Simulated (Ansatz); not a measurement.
**TiTe2: how the settings move a single-point run**

How sensitive is a single-point run of TiTe2 to its settings? A reference run comes first, then four runs with altered input.

Computed with Ansatz 0.2.0 (reference: DFT, HSE06, plane waves, PAW, unless a step's input says otherwise).

4 further runs of the same task are left out: 1 for a known fault of the program, 3 that didn't finish.

### Step 1. The structure to begin with

It takes space group P-3m1 (No. 164, trigonal). The conventional cell has a = 3.790 Å, b = 3.790 Å, c = 6.556 Å, α = 90.00°, β = 90.00°, γ = 120.00°. Ti (site symmetry -3m) has 6 Te at 2.77 Å as nearest neighbours. Around Te (site symmetry 3m) lie 3 Ti at 2.77 Å.

Coordinates:

```xyz
3
Lattice="3.7904 0.0000 0.0000 -1.8952 3.2826 0.0000 0.0000 0.0000 6.5559" Properties=species:S:1:pos:R:3 pbc="T T T"
Ti    0.0000    0.0000    0.0000
Te    1.8952    1.0942    1.6901
Te    0.0000    2.1884    4.8658
```

### Step 2. The reference run

The input, input.yaml:

```yaml
crystal:
  lattice:
    - [3.7903815437, 0.0, 0.0]
    - [-1.8951907719, 3.2825667069, 0.0]
    - [0.0, 0.0, 6.5558879831]
  atoms:
    - { symbol: Ti, position: [0.0, 0.0, 0.0] }
    - { symbol: Te, position: [0.6666666667, 0.3333333333, 0.2577957668] }
    - { symbol: Te, position: [0.3333333333, 0.6666666667, 0.7422042332] }
kpoints:
  mp_grid: { grid: [6, 6, 2] }
hamiltonian:
  xc: hse06
scf:
  occupations: { method: fermi_dirac, width: 0.02 }
  n_extra_bands: 4
output:
  forces: true
  stress: true
  eigenvalues: true
```

The run is started by

```console
> ansatz run input.yaml --threads 4 --pin off --max-ram 3686MiB --backend cpu --events-out ev --progress --plain --runs-dir out
```

What it wrote, cut to the lines that bear on the results:

```text
Warning: output.stress: scf.convergence.dr2_threshold = 1e-7 eV (the SCF's general default) is looser than the 3e-10 eV advised for a printed stress (1e-10 eV for each atom of the cell: 3). What an SCF threshold leaves in a stress goes as its square root, and in the free energy as the [...]
Warning: output.stress: scf.exx.energy_threshold = 1e-6 eV is looser than the 3e-8 eV advised for a stress under a hybrid functional (1e-8 eV for each atom of the cell: 3). Every SCF of the exchange loop can meet its threshold on dr2 while the loop round them stops early: no threshold on [...]
Warning: RAYON_NUM_THREADS=4 ignored (pool sized by the plan → 4); use --threads N
scf.n_extra_bands = 4 over 22 filled bands (N_el = 44.0): the run solves 26 bands
[...]
Pseudopotentials: kind: paw
Pseudopotential: Ti, paw, valence charge 12, recommended cutoff 420 eV (normal), Ti.paw.azcp
Pseudopotential: Te, paw, valence charge 16, recommended cutoff 420 eV (normal), Te.paw.azcp
Functional definition: HSE06
[...]
Crystal: 3 atoms, lattice volume = 81.570 Å³
Basis set: ecut = 420 eV, 1605 PW (Γ), exchange–correlation on 54×54×90 points (8 copies of the dense FFT grid, shifted against one another)
Bands: 26, of which v1, the nominal top of the filled ones, is band 22 counted from 1 (21 counted from 0)
Symmetry: 12 space group operations
Space group: P-3m1 (ITA 164), of the structure as read, at distance tolerance 4.3e-5 Å
k-points: 14 of 72
[...]
SCF iter   1: F=—  HF=-16461.658255 eV  |F-HF|=—  |Δ(HF+E_count)|=         —  Δρ=3.08e-3  dr2=7.06e-3  ethr=1.77e-3  ⟨swp⟩=5.4  Hψ=1396  notcnv=0
[...]
Frozen-core exchange: fock
[...]
SCF 2 stopped early in 9 iterations: F = -16470.110321 eV  dr2 = 2.83e-6
[...]
hybrid outer 1: dexx = +4.787e-2 eV, tail = 1.93e-4 eV
[...]
Frozen-core exchange: fock
[...]
SCF iter   7: F=-16470.109802 eV  HF=-16470.109802 eV  |F-HF|=7.28e-12  |Δ(HF+E_count)|=   1.34e-9  Δρ=5.11e-7  dr2=9.86e-11  ethr=7.53e-12  ⟨swp⟩=4.3  Hψ=840  notcnv=0
[...]
hybrid outer 2: dexx = +2.114e-6 eV, tail = 3.77e-8 eV, Δε = 3.38e-3 eV (about 7.36e-5 eV left of the loop's levels), ΔF = 4.52e-3 eV/Å (tail 9.18e-4)
hybrid SCF converged: 2 outer / 16 inner (+12 warm-up), last move |dexx| = 2.11e-6 eV, tail = 3.77e-8 eV
Stability not checked: this state was not tested for a lower state beside it, because the functional holds exact exchange (a hybrid, or Hartree-Fock), whose exchange loop this test does not read (fock_operator; see scf.lower_state_search)
Free energy (F): -16470.109802 eV
Frozen-core exchange: fock
[...]
E sigma→0 (E₀):  -16470.108664 eV
Entropy (-TS):   -0.002277 eV (-0.759 meV/atom)
Fermi energy:    10.205655 eV
[...]
--- Forces (eV/Å), atoms counted from 1 ---
  atom   1  Ti     0.00000000     0.00000000     0.00000000
  atom   2  Te     0.00000000     0.00000000    -0.15277549
  atom   3  Te    -0.00000000    -0.00000000     0.15277549
[...]
--- Stress (GPa, compression-positive) ---
       -0.221872      -0.000000       0.000000
       -0.000000      -0.221872       0.000000
        0.000000       0.000000       0.306228
  P = ⅓ Tr σ = -0.0458 GPa (-0.458 kbar)
--- Band table (eV; the first three rows and the last of 14) ---
  k-point 0: bands = ["-52.7281", "-29.1773", "-29.1773", "-29.1681", "-29.1681", "-29.1407", "-29.1407", "-29.1396", "-29.1396", "-29.1275", "-29.1255", "-27.3190", "-27.3190", "-27.3161", "-3.9031", "-2.2401", "3.9775", "7.6453", "7.6453", "10.2584", "10.5978", "10.5978", "10.8078", [...]
[...]
```

Wall time 33 s (4 threads of Arm Neoverse N1, shared host); peak memory 1.5 GiB.

### Step 3. Changed: exchange pbe, correlation pbe, coeff 0.05, omega 0.3

input.yaml, as its differences from that of step 2:

```diff
@@ -12,3 +12,3 @@
 hamiltonian:
-  xc: hse06
+  xc: { exchange: pbe, correlation: pbe, exx: { coeff: 0.05, omega: 0.3 } }
 scf:
```

The run is started by

```console
> ansatz run input.yaml --threads 4 --pin off --max-ram 3686MiB --backend cpu --events-out ev --progress --plain --runs-dir out
```

What it wrote, cut to the lines that bear on the results:

```text
Warning: output.stress: scf.convergence.dr2_threshold = 1e-7 eV (the SCF's general default) is looser than the 3e-10 eV advised for a printed stress (1e-10 eV for each atom of the cell: 3). What an SCF threshold leaves in a stress goes as its square root, and in the free energy as the [...]
Warning: output.stress: scf.exx.energy_threshold = 1e-6 eV is looser than the 3e-8 eV advised for a stress under a hybrid functional (1e-8 eV for each atom of the cell: 3). Every SCF of the exchange loop can meet its threshold on dr2 while the loop round them stops early: no threshold on [...]
Warning: RAYON_NUM_THREADS=4 ignored (pool sized by the plan → 4); use --threads N
scf.n_extra_bands = 4 over 22 filled bands (N_el = 44.0): the run solves 26 bands
[...]
[... 3 set-up lines as earlier in the session ...]
Functional definition: unnamed
[...]
Crystal: 3 atoms, lattice volume = 81.570 Å³
Basis set: ecut = 420 eV, 1605 PW (Γ), exchange–correlation on 54×54×90 points (8 copies of the dense FFT grid, shifted against one another)
[...]
Frozen-core exchange: fock
[...]
SCF iter   5: F=-16463.314241 eV  HF=-16463.314241 eV  |F-HF|=1.98e-9  |Δ(HF+E_count)|=   2.48e-9  Δρ=1.02e-6  dr2=2.16e-9  ethr=1.93e-12  ⟨swp⟩=5.0  Hψ=839  notcnv=0
[...]
hybrid outer 2: dexx = +2.743e-9 eV, tail = 4.51e-9 eV, Δε = 3.86e-4 eV (about 6.09e-5 eV left of the loop's levels), ΔF = 7.43e-4 eV/Å (tail 4.90e-4)
hybrid SCF converged: 2 outer / 17 inner (+11 warm-up), last move |dexx| = 2.74e-9 eV, tail = 4.51e-9 eV
Stability not checked: this state was not tested for a lower state beside it, because the functional holds exact exchange (a hybrid, or Hartree-Fock), whose exchange loop this test does not read (fock_operator; see scf.lower_state_search)
Free energy (F): -16463.314241 eV
Frozen-core exchange: fock
[...]
E sigma→0 (E₀):  -16463.311202 eV
Entropy (-TS):   -0.006079 eV (-2.026 meV/atom)
Fermi energy:    10.094073 eV
[...]
--- Forces (eV/Å), atoms counted from 1 ---
  atom   1  Ti    -0.00000000     0.00000000     0.00000000
  atom   2  Te    -0.00000000     0.00000000     0.04327533
  atom   3  Te     0.00000000    -0.00000000    -0.04327533
[...]
--- Stress (GPa, compression-positive) ---
        0.665159      -0.000000       0.000000
       -0.000000       0.665159       0.000000
        0.000000       0.000000       0.755404
  P = ⅓ Tr σ = 0.6952 GPa (6.952 kbar)
--- Band table (eV; the first three rows and the last of 14) ---
[... band rows left out ...]
[...]
```

Wall time 30 s (4 threads of Arm Neoverse N1, shared host); peak memory 1.5 GiB.

Total energies don't compare across a change of functional; the pressure goes from 0.0 to 0.7 GPa and the largest force goes from 0.15 to 0.04 eV/Å. At this fixed cell a higher pressure means that this functional prefers a larger volume than the reference.

### Step 4. Variant: exchange pbe, correlation pbe, coeff 0.1, omega 0.2078

input.yaml, as its differences from that of step 2:

```diff
@@ -12,3 +12,6 @@
 hamiltonian:
-  xc: hse06
+  xc:
+    exchange: pbe
+    correlation: pbe
+    exx: { coeff: 0.1, omega: 0.2078 }
 scf:
```

The run is started by

```console
> ansatz run input.yaml --threads 4 --pin off --max-ram 3686MiB --backend cpu --events-out ev --progress --plain --runs-dir out
```

What it wrote, cut to the lines that bear on the results:

```text
Warning: output.stress: scf.convergence.dr2_threshold = 1e-7 eV (the SCF's general default) is looser than the 3e-10 eV advised for a printed stress (1e-10 eV for each atom of the cell: 3). What an SCF threshold leaves in a stress goes as its square root, and in the free energy as the [...]
Warning: output.stress: scf.exx.energy_threshold = 1e-6 eV is looser than the 3e-8 eV advised for a stress under a hybrid functional (1e-8 eV for each atom of the cell: 3). Every SCF of the exchange loop can meet its threshold on dr2 while the loop round them stops early: no threshold on [...]
Warning: RAYON_NUM_THREADS=4 ignored (pool sized by the plan → 4); use --threads N
scf.n_extra_bands = 4 over 22 filled bands (N_el = 44.0): the run solves 26 bands
[...]
[... 4 set-up lines as earlier in the session ...]
[...]
Crystal: 3 atoms, lattice volume = 81.570 Å³
Basis set: ecut = 420 eV, 1605 PW (Γ), exchange–correlation on 54×54×90 points (8 copies of the dense FFT grid, shifted against one another)
[...]
Frozen-core exchange: fock
[...]
SCF iter   6: F=-16464.988376 eV  HF=-16464.988376 eV  |F-HF|=4.73e-10  |Δ(HF+E_count)|=  7.28e-11  Δρ=4.81e-7  dr2=8.97e-10  ethr=1.18e-11  ⟨swp⟩=4.1  Hψ=818  notcnv=0  defer=2
[...]
hybrid outer 2: dexx = +8.791e-8 eV, tail = 2.36e-9 eV, Δε = 1.76e-3 eV (about 4.37e-5 eV left of the loop's levels), ΔF = 1.75e-3 eV/Å (tail 4.40e-4)
hybrid SCF converged: 2 outer / 19 inner (+12 warm-up), last move |dexx| = 8.79e-8 eV, tail = 2.36e-9 eV
Stability not checked: this state was not tested for a lower state beside it, because the functional holds exact exchange (a hybrid, or Hartree-Fock), whose exchange loop this test does not read (fock_operator; see scf.lower_state_search)
Free energy (F): -16464.988376 eV
Frozen-core exchange: fock
[...]
E sigma→0 (E₀):  -16464.986225 eV
Entropy (-TS):   -0.004302 eV (-1.434 meV/atom)
Fermi energy:    10.085918 eV
[...]
--- Forces (eV/Å), atoms counted from 1 ---
  atom   1  Ti     0.00000000    -0.00000000     0.00000000
  atom   2  Te     0.00000000     0.00000000     0.00734349
  atom   3  Te     0.00000000    -0.00000000    -0.00734349
[...]
--- Stress (GPa, compression-positive) ---
        0.437500      -0.000000       0.000000
       -0.000000       0.437500       0.000000
        0.000000       0.000000       0.963478
  P = ⅓ Tr σ = 0.6128 GPa (6.128 kbar)
--- Band table (eV; the first three rows and the last of 14) ---
[... band rows left out ...]
[...]
```

Run time: 30 s. Hardware: 4 threads of Arm Neoverse N1, shared host; peak memory 1.5 GiB.

Total energies don't compare across a change of functional; the pressure goes from 0.0 to 0.6 GPa and the largest force goes from 0.15 to 0.01 eV/Å. At this fixed cell a higher pressure means that this functional prefers a larger volume than the reference.

### Step 5. Variant: exchange pbe, correlation pbe, coeff 0.4, omega 0.3

input.yaml, as its differences from that of step 2:

```diff
@@ -12,3 +12,3 @@
 hamiltonian:
-  xc: hse06
+  xc: { exchange: pbe, correlation: pbe, exx: { coeff: 0.4, omega: 0.3 } }
 scf:
```

The run is started by

```console
> ansatz run input.yaml --threads 4 --pin off --max-ram 3686MiB --backend cpu --events-out ev --progress --plain --runs-dir out
```

What it wrote, cut to the lines that bear on the results:

```text
Warning: output.stress: scf.convergence.dr2_threshold = 1e-7 eV (the SCF's general default) is looser than the 3e-10 eV advised for a printed stress (1e-10 eV for each atom of the cell: 3). What an SCF threshold leaves in a stress goes as its square root, and in the free energy as the [...]
Warning: output.stress: scf.exx.energy_threshold = 1e-6 eV is looser than the 3e-8 eV advised for a stress under a hybrid functional (1e-8 eV for each atom of the cell: 3). Every SCF of the exchange loop can meet its threshold on dr2 while the loop round them stops early: no threshold on [...]
Warning: RAYON_NUM_THREADS=4 ignored (pool sized by the plan → 4); use --threads N
scf.n_extra_bands = 4 over 22 filled bands (N_el = 44.0): the run solves 26 bands
[...]
[... 4 set-up lines as earlier in the session ...]
[...]
Crystal: 3 atoms, lattice volume = 81.570 Å³
Basis set: ecut = 420 eV, 1605 PW (Γ), exchange–correlation on 54×54×90 points (8 copies of the dense FFT grid, shifted against one another)
[...]
Frozen-core exchange: fock
[...]
SCF iter   4: F=-16475.308410 eV  HF=-16475.308410 eV  |F-HF|=4.95e-10  |Δ(HF+E_count)|=   1.33e-9  Δρ=8.06e-7  dr2=5.61e-10  ethr=1.94e-11  ⟨swp⟩=5.1  Hψ=854  notcnv=0
[...]
hybrid outer 3: dexx = +7.475e-8 eV, tail = 1.97e-9 eV, Δε = 4.47e-4 eV (about 3.53e-5 eV left of the loop's levels), ΔF = 6.11e-4 eV/Å (tail 3.32e-4)
hybrid SCF converged: 3 outer / 20 inner (+12 warm-up), last move |dexx| = 7.47e-8 eV, tail = 1.97e-9 eV
Stability not checked: this state was not tested for a lower state beside it, because the functional holds exact exchange (a hybrid, or Hartree-Fock), whose exchange loop this test does not read (fock_operator; see scf.lower_state_search)
Free energy (F): -16475.308410 eV
Frozen-core exchange: fock
[...]
E sigma→0 (E₀):  -16475.307788 eV
Entropy (-TS):   -0.001244 eV (-0.415 meV/atom)
Fermi energy:    10.281356 eV
[...]
--- Forces (eV/Å), atoms counted from 1 ---
  atom   1  Ti     0.00000000     0.00000000     0.00000000
  atom   2  Te     0.00000000     0.00000000    -0.28244860
  atom   3  Te    -0.00000000    -0.00000000     0.28244860
[...]
--- Stress (GPa, compression-positive) ---
       -0.552835       0.000000       0.000000
       -0.000000      -0.552835       0.000000
        0.000000       0.000000       0.204079
  P = ⅓ Tr σ = -0.3005 GPa (-3.005 kbar)
--- Band table (eV; the first three rows and the last of 14) ---
[... band rows left out ...]
[...]
```

It took 37 s on 4 threads of Arm Neoverse N1, shared host; peak memory 1.5 GiB.

A change of functional puts the total energy on another scale; the largest force goes from 0.15 to 0.28 eV/Å.

### Step 6. Changed: ecutwfc 500

input.yaml, as its differences from that of step 2:

```diff
@@ -20 +20,3 @@
   eigenvalues: true
+basis:
+  ecutwfc: 500
```

The run is started by

```console
> ansatz run input.yaml --threads 4 --pin off --max-ram 3686MiB --backend cpu --events-out ev --progress --plain --runs-dir out
```

What it wrote, cut to the lines that bear on the results:

```text
Warning: output.stress: scf.convergence.dr2_threshold = 1e-7 eV (the SCF's general default) is looser than the 3e-10 eV advised for a printed stress (1e-10 eV for each atom of the cell: 3). What an SCF threshold leaves in a stress goes as its square root, and in the free energy as the [...]
Warning: output.stress: scf.exx.energy_threshold = 1e-6 eV is looser than the 3e-8 eV advised for a stress under a hybrid functional (1e-8 eV for each atom of the cell: 3). Every SCF of the exchange loop can meet its threshold on dr2 while the loop round them stops early: no threshold on [...]
Warning: RAYON_NUM_THREADS=4 ignored (pool sized by the plan → 4); use --threads N
scf.n_extra_bands = 4 over 22 filled bands (N_el = 44.0): the run solves 26 bands
[...]
[... 4 set-up lines as earlier in the session ...]
[...]
Crystal: 3 atoms, lattice volume = 81.570 Å³
Basis set: ecut = 500 eV, 2027 PW (Γ), exchange–correlation on 60×60×96 points (8 copies of the dense FFT grid, shifted against one another)
[...]
Frozen-core exchange: fock
[...]
SCF iter   7: F=-16470.113703 eV  HF=-16470.113703 eV  |F-HF|=6.91e-11  |Δ(HF+E_count)|=  9.06e-10  Δρ=5.60e-7  dr2=2.21e-10  ethr=7.20e-12  ⟨swp⟩=4.4  Hψ=1113  notcnv=0
[...]
hybrid outer 2: dexx = +2.852e-6 eV, tail = 3.59e-8 eV, Δε = 3.38e-3 eV (about 7.05e-5 eV left of the loop's levels), ΔF = 1.00e-3 eV/Å (tail 2.85e-4)
hybrid SCF converged: 2 outer / 16 inner (+11 warm-up), last move |dexx| = 2.85e-6 eV, tail = 3.59e-8 eV
Stability not checked: this state was not tested for a lower state beside it, because the functional holds exact exchange (a hybrid, or Hartree-Fock), whose exchange loop this test does not read (fock_operator; see scf.lower_state_search)
Free energy (F): -16470.113702 eV
Frozen-core exchange: fock
[...]
E sigma→0 (E₀):  -16470.112564 eV
Entropy (-TS):   -0.002276 eV (-0.759 meV/atom)
Fermi energy:    10.205319 eV
[...]
--- Forces (eV/Å), atoms counted from 1 ---
  atom   1  Ti    -0.00000000    -0.00000000     0.00000000
  atom   2  Te     0.00000000     0.00000000    -0.15364902
  atom   3  Te    -0.00000000    -0.00000000     0.15364902
[...]
--- Stress (GPa, compression-positive) ---
       -0.229859      -0.000000       0.000000
       -0.000000      -0.229859       0.000000
        0.000000       0.000000       0.297464
  P = ⅓ Tr σ = -0.0541 GPa (-0.541 kbar)
--- Band table (eV; the first three rows and the last of 14) ---
[... band rows left out ...]
[...]
```

Run time: 41 s. Hardware: 4 threads of Arm Neoverse N1, shared host; peak memory 1.9 GiB.

Changing the cutoff moves the energy by -1.3 meV/atom. More plane waves (500 against 420 eV) lower the energy, so the reference carries about that much basis error.

### Step 7. Side by side

```tsv
run	ending	energy change	pressure (GPa)	gap (eV)	force (eV/Å)	cycles	time
reference	converged	0	0.0	0.00	0.15	28	33 s
1: exchange pbe, correlation pbe, coeff 0.05, omega 0.3	converged	not comparable	0.7	0.00	0.04	28	30 s
2: exchange pbe, correlation pbe, coeff 0.1, omega 0.2078	converged	not comparable	0.6	0.00	0.01	31	30 s
3: exchange pbe, correlation pbe, coeff 0.4, omega 0.3	converged	not comparable	-0.3	0.00	0.28	32	37 s
4: ecutwfc 500	converged	-1.3 meV/atom	-0.1	0.00	0.15	27	41 s
```

Residual by cycle in the longest SCF loop of each run; runs are numbered as in the table. The quantity is the density residual dr2, in eV.

```tsv
cycle	reference	run 1	run 2	run 3	run 4
1	0.00706	0.206	0.534	0.00728	0.00706
2	0.0017	3.18	6.85	0.00112	0.00161
3	6.2e-4	0.00108	0.0398	0.00111	5.9e-4
4	0.0015	9.9e-4	0.183	2.5e-4	0.0013
5	3.8e-5	1.2e-4	0.00695	5.1e-5	7.1e-5
6	7.5e-6	1.4e-4	0.00139	3.1e-6	2.1e-6
8	9.5e-8	1.5e-5	3.2e-5	9.7e-8	2.8e-7
9	1.2e-7	8.8e-6	1.9e-5	4.3e-8	4.6e-8
10	2.9e-9	2.3e-6	1.1e-4	1.8e-8	1.1e-8
11	1.1e-9	1.6e-7	4.7e-4	1.6e-9	7.8e-10
12	7.9e-11	5.7e-8	8.9e-5	1.0e-10	-
13	-	-	7.8e-7	-	-
```

«ecutwfc 500» moves the energy by -1.3 meV/atom. The reference has no spin polarisation; with Ti present, a magnetic state may lie lower.
